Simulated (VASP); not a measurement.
# BP (F-43m) in VASP: a series of runs

The runs below take BP through G0W0 quasiparticle levels, with PBE.

Program: VASP 6.6.1. These are calculated values, not measurements. Logs are shortened: lines on timing, memory, paths and dates and some standing lists are left out, and cuts for length are marked.

**1. Starting point**

It takes space group F-43m (No. 216, cubic). Conventional cell: a = 4.538 Å, b = 4.538 Å, c = 4.538 Å, α = 90.00°, β = 90.00°, γ = 90.00°. P (site symmetry -43m) is surrounded by 4 B at 1.97 Å. B (site symmetry -43m) has 4 P at 1.97 Å as nearest neighbours.

**2. G0W0 quasiparticle levels, PBE**

POSCAR

```
BP
1.0
    0.0000000000      2.2690000000      2.2690000000
    2.2690000000      0.0000000000      2.2690000000
    2.2690000000      2.2690000000      0.0000000000
P B
1 1
Direct
    0.7500000000      0.7500000000      0.7500000000
    0.0000000000      0.0000000000      0.0000000000
```

INCAR.step1

```
SYSTEM = BP
PREC     = Accurate       ! precision mode
ENCUT    = 450            ! plane-wave cutoff, eV
EDIFF    = 1E-8           ! SCF threshold, eV
ISMEAR   = 0              ! smearing method
SIGMA    = 0.01           ! smearing width, eV
LREAL    = .FALSE.        ! projectors in reciprocal space
LASPH    = .TRUE.         ! aspherical terms in the spheres
NELM     = 100            ! most SCF steps
ALGO     = Normal         ! electronic algorithm
LWAVE    = .TRUE.         ! write WAVECAR
LCHARG   = .FALSE.        ! write CHGCAR
GGA      = PE             ! functional
```

INCAR.step2

```
SYSTEM = BP
PREC     = Accurate       ! precision mode
ENCUT    = 450            ! plane-wave cutoff, eV
EDIFF    = 1E-8           ! SCF threshold, eV
ISMEAR   = 0              ! smearing method
SIGMA    = 0.01           ! smearing width, eV
LREAL    = .FALSE.        ! projectors in reciprocal space
LASPH    = .TRUE.         ! aspherical terms in the spheres
NELM     = 1              ! most SCF steps
ALGO     = Exact          ! electronic algorithm
LWAVE    = .TRUE.         ! write WAVECAR
LCHARG   = .FALSE.        ! write CHGCAR
GGA      = PE             ! functional
NBANDS   = 32             ! bands
LOPTICS  = .TRUE.         ! frequency-dependent dielectric function
ISTART   = 1
```

INCAR.step3

```
SYSTEM = BP
PREC     = Accurate       ! precision mode
ENCUT    = 450            ! plane-wave cutoff, eV
EDIFF    = 1E-8           ! SCF threshold, eV
ISMEAR   = 0              ! smearing method
SIGMA    = 0.01           ! smearing width, eV
LREAL    = .FALSE.        ! projectors in reciprocal space
LASPH    = .TRUE.         ! aspherical terms in the spheres
ALGO     = EVGW0          ! electronic algorithm
LWAVE    = .FALSE.        ! write WAVECAR
LCHARG   = .FALSE.        ! write CHGCAR
GGA      = PE             ! functional
NELMGW   = 1            
NBANDS   = 32             ! bands
ENCUTGW  = 150            ! cutoff of the response function
NOMEGA   = 36             ! frequency points
PRECFOCK = Fast         
ISTART   = 1            
NBANDSGW = 12
```

KPOINTS

```
regular mesh
0
G
  3 3 3
  0 0 0
```

Potentials or basis: VASP PAW PBE potentials, release 64 (P_GW, B_GW).

Launch:

```
> cat potpaw_PBE.64/P_GW/POTCAR potpaw_PBE.64/B_GW/POTCAR > POTCAR
> cp INCAR.step1 INCAR
> mpirun -np 1 vasp_std > vasp.out
> cp INCAR.step2 INCAR
> mpirun -np 1 vasp_std > vasp.out
> cp INCAR.step3 INCAR
> mpirun -np 1 vasp_std > vasp.out
```

OUTCAR:

```text
SYSTEM = BP
   PREC = Accurate
   ENCUT = 450
   EDIFF = 1E-8
   ISMEAR = 0
   LREAL = .FALSE.
   LASPH = .TRUE.
   GGA = PE
   NELMGW = 1
   ENCUTGW = 150
   PRECFOCK = Fast
   ISTART = 1

 Found      4 irreducible k-points:

 Following reciprocal coordinates:
            Coordinates               Weight
  0.000000  0.000000  0.000000      1.000000
  0.333333  0.000000  0.000000      8.000000
  0.333333  0.333333  0.000000      6.000000
 -0.333333  0.333333  0.000000     12.000000
   k-points           NKPTS =      4   k-points in BZ     NKDIM =     27   number of bands    NBANDS=     32
   number of dos      NEDOS =    301   number of ions     NIONS =      2
   total plane-waves  NPLWV =  13824
   dimension x,y,z NGX =    24 NGY =   24 NGZ =   24
   dimension x,y,z NGXF=    48 NGYF=   48 NGZF=   48
   ions per type =               1   1
   NGX,Y,Z   is equivalent  to a cutoff of  12.43, 12.43, 12.43 a.u.
   NGXF,Y,Z  is equivalent  to a cutoff of  24.87, 24.87, 24.87 a.u.
 SYSTEM =  BP
   PREC   = accura    normal or accurate (medium, high low for compatibility)
   ISTART =      1    job   : 0-new  1-cont  2-samecut
   ICHARG =      0    charge: 1-file 2-atom 10-const
   ISPIN  =      1    spin polarized calculation?
   LNONCOLLINEAR =      F non collinear calculations
   LSORBIT =      F    spin-orbit coupling
   LASPH  =      T    aspherical Exc in radial PAW
   ENCUT  =  450.0 eV  33.07 Ry    5.75 a.u.   5.55  5.55  5.55*2*pi/ulx,y,z
   NELM   =     60;   NELMIN=  2; NELMDL=  0     # of ELM steps
   EDIFF  = 0.1E-07   stopping-criterion for ELM
   LREAL  =      F    real-space projection
   EDIFFG = 0.1E-06   stopping-criterion for IOM
   NSW    =      0    number of steps for IOM
   IBRION =     -1    ionic relax: 0-MD 1-quasi-New 2-CG
   NFREE  =      0    steps in history (QN), initial steepest desc. (CG)
   ISIF   =      0    stress and relaxation
   ISYM   =      3    0-nonsym 1-usesym 2-fastsym
   POTIM  = 0.5000    time-step for ionic-motion
   TEBEG  =    0.0;   TEEND  =   0.0 temperature during run
   PSTRESS=    0.0 pullay stress
   NELECT =       8.0000    total number of electrons
   NUPDOWN=      -1.0000    fix difference up-down
   EMIN   =  10.00;   EMAX   =-10.00  energy-range for DOS
   EFERMI =   0.00;   METHOD = LEGACY
   ISMEAR =     0;   SIGMA  =   0.01  broadening in eV -4-tet -1-fermi 0-gaus
   EFERMI_NEDOS =   21; number of points for ismear=-14 and -15
   IALGO  =     38    algorithm
   IMIX   =      4    mixing-type and parameters
     AMIX     =   0.40;   BMIX     =  1.00
     AMIX_MAG =   1.60;   BMIX_MAG =  1.00
  volume/ion in A,a.u.               =      11.68        78.83
  Fermi-wavevector in a.u.,A,eV,Ry     =   1.145320  2.164342 17.847562  1.311759
  Thomas-Fermi vector in A             =   2.282009
   LORBIT       =      0    0 simple, 1 ext, 2 COOP (PROOUT), +10 PAW based schemes
   GGA     = PE    functional components
   LHFCALC =     T    Hartree Fock is set to
   PRECFOCK=fast      Normal, Fast or Accurate (Low or Medium for compatibility)
   ENCUT4O =  -1.0   cutoff for four orbital integrals eV
   NKREDX  =     1    reduce k-point grid by
   NKREDY  =     1    reduce k-point grid by
   NKREDZ  =     1    reduce k-point grid by
   AEXX    =    1.0000 exact exchange contribution
   HFSCREEN=    0.0000 screening length (either q_TF or 0.3 A-1)
   HFSCREENC=   0.0000 screening length for correlation (either q_TF or 0.3 A-1)
   ENCUTFOCK=  -1.0 apply spherical cutoff to Coloumb kernel
   IVDW    =     0    specifies the selected vdW correction
   LEPSILON=     F    determine dielectric tensor
   LRPA    =     F    only Hartree local field effects (RPA)
   LRPAFORCE           =     F    calculate RPA forces
   ENCUTGW             = 150.0    cutoff for response function in eV
   ENCUTGWSOFT         = 120.0    soft cutoff for Coulomb kernel in GW response function in eV
   ENCUTLF             =  -1.0    cutoff for local field effects
   NELMGW              =     1    number of iterations in solving QP/BSE equation
   NELMHF              =     1    number of iterations in the inner HF iteration
   NKREDLFX            =     1    NKREDLFY  =   1   NKREDLFZ  =   1
 non-spin polarized calculation
 Gauss-broadening in eV      SIGMA  =   0.01
  energy-cutoff  :      450.00
  volume of cell :       23.36
 maximum number of plane-waves:       531
 NGX is ok and might be reduce to    24
  NGX = 14; NGY = 14; NGZ = 14
   NGX = 11   NGY = 11   NGZ = 11
 maximum number of plane-waves:       113
 NGX is ok and might be reduce to    14

 QP shifts <psi_nk| G(iteration)W_0 |psi_nk>: iteration 1
 for sc-GW calculations column KS-energies equals QP-energies in previous step
 and V_xc(KS)=  KS-energies - (<T + V_ion + V_H > + <T+V_H+V_ion>^1  + <V_x>^1)

 k-point   1 :       0.0000    0.0000    0.0000
  band No.  KS-energies  QP-energies   sigma(KS)   V_xc(KS)     V^pw_x(r,r')   Z            occupation Imag(sigma)

      1      -8.2562      -8.8984     -12.9080     -12.0443     -20.4104       0.7436       2.0000       1.5602
      2       7.2423       7.1240     -13.4820     -13.3323     -15.6940       0.7898       2.0000       0.1125
      3       7.2423       7.1240     -13.4820     -13.3323     -15.6940       0.7898       2.0000       0.1125
      4       7.2423       7.1240     -13.4820     -13.3323     -15.6940       0.7898       2.0000       0.1125
      5      10.5996      11.3235     -11.1346     -12.0587      -6.6990       0.7834       0.0000      -0.1103
      6      10.5996      11.3235     -11.1346     -12.0587      -6.6990       0.7834       0.0000      -0.1103
      7      10.5996      11.3235     -11.1346     -12.0587      -6.6990       0.7834       0.0000      -0.1103
      8      14.6211      15.4025     -11.7243     -12.7388      -5.8616       0.7702       0.0000      -0.2839
      9      18.7364      18.8897      -9.1512      -9.3455      -3.2088       0.7890       0.0000      -0.4264
     10      19.2001      20.1185     -10.5555     -11.7529      -4.8887       0.7670       0.0000      -0.2939
     11      19.2001      20.1185     -10.5555     -11.7529      -4.8887       0.7670       0.0000      -0.2939
     12      22.8563      23.3685      -9.2200      -9.8669      -2.7229       0.7919       0.0000      -0.7966

 k-point   2 :       0.3333    0.0000    0.0000
  band No.  KS-energies  QP-energies   sigma(KS)   V_xc(KS)     V^pw_x(r,r')   Z            occupation Imag(sigma)

      1      -6.3381      -6.9178     -13.0482     -12.2494     -19.8743       0.7257       2.0000       1.1819
      2       0.4812       0.0244     -12.7989     -12.1915     -16.7983       0.7523       2.0000       0.3435
      3       5.7643       5.5599     -13.3175     -13.0562     -15.8315       0.7823       2.0000       0.1366
      4       5.7643       5.5599     -13.3175     -13.0562     -15.8315       0.7823       2.0000       0.1366
      5      11.1127      11.7336     -11.2876     -12.0845      -6.5521       0.7792       0.0000      -0.1349
      6      12.0497      12.7890     -10.8831     -11.8323      -6.1150       0.7790       0.0000      -0.1403
      7      12.0497      12.7890     -10.8831     -11.8323      -6.1150       0.7790       0.0000      -0.1403
      8      17.3386      17.9189     -10.2088     -10.9706      -3.9912       0.7617       0.0000      -0.3955
      9      19.0046      19.7997     -10.4181     -11.4359      -4.5850       0.7812       0.0000      -0.3952
     10      19.0046      19.7997     -10.4181     -11.4359      -4.5850       0.7812       0.0000      -0.3952
     11      20.6568      21.1099      -9.9158     -10.5014      -3.6857       0.7737       0.0000      -0.5164
     12      24.9945      25.6904     -10.3735     -11.2976      -3.3551       0.7531       0.0000      -0.8375

 k-point   3 :       0.3333    0.3333    0.0000
  band No.  KS-energies  QP-energies   sigma(KS)   V_xc(KS)     V^pw_x(r,r')   Z            occupation Imag(sigma)

      1      -5.6621      -6.2576     -13.0945     -12.2893     -19.6316       0.7396       2.0000       1.0768
      2       1.6264       1.2073     -13.4495     -12.9007     -17.2483       0.7637       2.0000       0.3016
      3       3.7285       3.4000     -12.9990     -12.5712     -16.0353       0.7679       2.0000       0.1814
      4       3.7285       3.4000     -12.9990     -12.5712     -16.0353       0.7679       2.0000       0.1814
      5       8.5793       9.0300     -10.4882     -11.0563      -6.2808       0.7934       0.0000      -0.0918
      6      10.4955      10.9239      -9.9197     -10.4579      -5.2513       0.7960       0.0000      -0.1182
      7      16.8164      17.8189     -11.4521     -12.7487      -5.5689       0.7731       0.0000      -0.3479
      8      16.8164      17.8189     -11.4521     -12.7487      -5.5689       0.7731       0.0000      -0.3479
      9      20.8930      21.8351     -11.4045     -12.6458      -4.7080       0.7590       0.0000      -0.6192
     10      21.8821      22.8888     -10.6185     -11.9044      -4.3625       0.7830       0.0000      -0.5725
     11      24.4353      25.1071     -10.3457     -11.2334      -3.5072       0.7569       0.0000      -0.7699
     12      26.9735      27.9632     -10.7396     -12.0371      -3.5594       0.7628       0.0000      -1.1803

 k-point   4 :      -0.3333    0.3333    0.0000
  band No.  KS-energies  QP-energies   sigma(KS)   V_xc(KS)     V^pw_x(r,r')   Z            occupation Imag(sigma)

      1      -3.8247      -4.3227     -13.3881     -12.7142     -19.3027       0.7390       2.0000       0.8150
      2      -0.6121      -1.1469     -13.2262     -12.5124     -17.8964       0.7492       2.0000       0.4761
      3       0.8718       0.4075     -12.2400     -11.6314     -15.7545       0.7627       2.0000       0.2747
      4       4.1665       3.8600     -13.0924     -12.6946     -16.0028       0.7705       2.0000       0.1700
      5       9.8351      10.3123     -10.3065     -10.9091      -5.8143       0.7918       0.0000      -0.1079
      6      15.4335      16.1414     -10.6845     -11.5956      -5.2861       0.7770       0.0000      -0.2520
      7      15.7422      16.6786     -11.1249     -12.3392      -5.3371       0.7712       0.0000      -0.3158
      8      16.9753      17.8414     -11.3518     -12.4877      -5.3046       0.7625       0.0000      -0.3629
      9      17.6280      18.4765     -11.0322     -12.1376      -5.1107       0.7675       0.0000      -0.3639
     10      18.8698      19.6427     -10.3825     -11.3649      -4.7725       0.7868       0.0000      -0.3620
     11      25.9044      26.7855     -10.8966     -12.0791      -3.4867       0.7452       0.0000      -0.9663
     12      27.2862      27.8001      -9.4839     -10.1504      -2.6179       0.7710       0.0000      -0.9985
```

It used 8.6 s of CPU time on 1 thread of Intel(R) Xeon(R) Platinum 8559C (Emerald Rapids), on a shared host, which was overloaded at the time.

These settings aren't checked as converged: the numbers below hold their error.

What came out:

```
Band gap on the k mesh, mean-field level : 1.34 eV, indirect (least direct gap 3.36 eV)
Quasiparticle gap                        : 1.91 eV
Least direct quasiparticle gap           : 4.20 eV
```

Caveat: the k mesh is coarse (spacing up to 0.80 Å⁻¹), so the values aren't converged; bands, screening cutoff and mesh are small and nothing is extrapolated, so the quasiparticle values aren't converged; an odd mesh through Γ misses points on the zone boundary, where band edges often lie.

[end of part 1 of 2]
